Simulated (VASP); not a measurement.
Wanted: the native input for a VASP 6.6.1 run.

```yaml
Task: single point
Functional: PBE
Dispersion: D3(BJ)
Potentials_or_basis: VASP PAW PBE potentials, release 64 (Ga_d, Sb)
Cutoff: 520 eV
k_mesh: 12 × 12 × 12
Occupations: gaussian, width 0.15 eV
Spin: no spin polarisation
Dipole_correction: no
Further_INCAR_settings: ALGO = Fast; EDIFF = 1e-06; NBANDS = 22
```

The structure of GaSb3 lies in POSCAR:

```
GaSb3
1.0
    0.0000000000      3.6478901011      3.6478901011
    3.6478901011      0.0000000000      3.6478901011
    3.6478901011      3.6478901011      0.0000000000
Ga Sb
1 3
Direct
    0.0000000000      0.0000000000      0.0000000000
    0.2500000000      0.2500000000      0.2500000000
    0.7500000000      0.7500000000      0.7500000000
    0.5000000000      0.5000000000      0.5000000000
```

The cell comes from a database or a generator and needn't be the stable form of this composition.

These files were run (other wordings do the same):

INCAR

```
SYSTEM = GaSb3
PREC = Accurate
ENCUT = 520
EDIFF = 1E-6
ISMEAR = 0
SIGMA = 0.15
LREAL = .False.
LASPH = .True.
NELM = 100
ALGO = Fast
ISIF = 2
LWAVE = .False.
LCHARG = .False.
GGA = PE
IVDW = 12
NBANDS = 22
```

KPOINTS

```
regular mesh
0
Gamma
  12 12 12
  0 0 0
```

Potentials or basis: VASP PAW PBE potentials, release 64 (Ga_d, Sb).

Command:

```bash
$ cat potpaw_PBE.64/Ga_d/POTCAR potpaw_PBE.64/Sb/POTCAR > POTCAR
$ mpirun -np 1 vasp_std > vasp.out
```

Results of the run:

```yaml
Pressure: 0.3 GPa
Band_gap_on_the_k_mesh: none (metal or under the smearing width)
Dispersion_energy_per_atom: -0.479 eV
```

Caveat: pairwise dispersion overbinds metals, which lowers pressure and volume.

Wall time 60 s on 1 thread of Intel(R) Xeon(R) 6975P-C (Granite Rapids), on a shared host, peak memory 0.34 GiB.
